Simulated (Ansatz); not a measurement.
Crystal: CuO.

```xyz
4
Lattice="2.8795 0.0000 0.0000 0.0391 2.8793 0.0000 0.0175 0.0172 5.1763" Properties=species:S:1:pos:R:3 pbc="T T T"
Cu    0.0195    1.4396    0.0000
Cu    1.4485    0.0086    2.5882
O     2.8881    0.0177    3.8817
O     0.0479    2.8788    1.2947
```

The cell comes from a database or a generator and needn't be the stable form of this composition.

| Property | Result |
| --- | --- |
| Program | Ansatz 0.2.0 |
| Task | relaxation of cell and atoms |
| Functional | PBEsol |
| Dispersion | D3(BJ) |
| Potentials or basis | Ansatz PAW |
| Cutoff | 420 eV (not typed: the program's choice for these potentials) |
| k mesh | 9 × 9 × 5 |
| Occupations | fermi-dirac, width 0.05 eV |
| Spin | no spin polarisation |

At the start: volume 10.73 Å³/atom.

Where does the relaxation end?

It ends after 9 steps and the volume is 10.43 Å³/atom (-2.8 %); space group P4_2/mmc (No. 131, to 0.05 Å).

The path:
```csv
step,energy change (eV),largest force (eV/Å),volume (Å³)
1,0.0000,0.0129,42.92
2,-0.0207,0.0091,42.34
3,-0.0300,0.0027,41.72
4,-0.0298,0.0023,41.76
5,-0.0298,0.0016,41.76
6,-0.0299,0.0003,41.76
7,-0.0255,0.0003,41.76
8,-0.0257,0.0002,41.72
9,-0.0256,0.0002,41.72
```

Final structure:
```yaml
crystal:
  lattice:
    - [2.86463, -0.01374, -0.00399]
    - [0.02513, 2.86451, -0.00402]
    - [0.01014, 0.00995, 5.08454]
  atoms:
    - { symbol: Cu, position: [0.00000, 0.50000, 0.00000] }
    - { symbol: Cu, position: [0.50000, 0.00000, 0.50000] }
    - { symbol: O, position: [0.99977, 0.00022, 0.75000] }
    - { symbol: O, position: [0.00023, 0.99978, 0.25000] }
```

Caveat: the plane-wave basis is chosen anew once the cell has moved, so the energies of steps on either side of that aren't comparable; the pressure holds a Pulay correction of +0.7 GPa for the finite cutoff; the run has no spin polarisation, though such a crystal can be magnetic; pairwise dispersion overbinds metals, which lowers pressure and volume; the PAW data sets come from PBE, with cores solved anew for the run's functional, which leaves a small shift of forces and pressure.
